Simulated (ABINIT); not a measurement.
Pd:

```
Pd
1.0
     2.78367    0.00000    0.00000
    -1.39183    2.41072    0.00000
     0.00000    0.00000    4.62889
Pd
2
Direct
  0.33333 0.66667 0.25000
  0.66667 0.33333 0.75000
```

This isn't the form of Pd at room conditions, which is fcc.

Base run:

| Quantity | Value |
| --- | --- |
| Program | ABINIT 10.8.3 (patched build) |
| Functional | BLYP |
| Potentials or basis | JTH PAW PBE v2.0 |
| Cutoff | 707 eV |
| k mesh | 11 × 11 × 6 |
| Occupations | fermi-dirac, width 0.05 eV |
| Spin | no spin polarisation |

Its results: band gap on the k mesh none (metal or under the smearing width); pressure 8.4 GPa.

Problem. After a change of settings the same cell gave: band gap on the k mesh none (metal or under the smearing width); pressure -10.7 GPa. Which change was it?
A. functional from BLYP to PW91
B. functional from BLYP to PBE; potentials or basis from JTH PAW PBE v2.0 to SG15 NC PBE v1.2
C. functional from BLYP to PBEsol
D. functional from BLYP to PBE; cutoff from 707 eV to 599 eV; fine-grid cutoff from 1306.15 eV to 1197.3 eV

Solution. C.

PBEsol binds more tightly than BLYP, so the same cell stands under less pressure.

Caveats: the PAW data sets were made with another functional, which shifts forces and pressure a little.
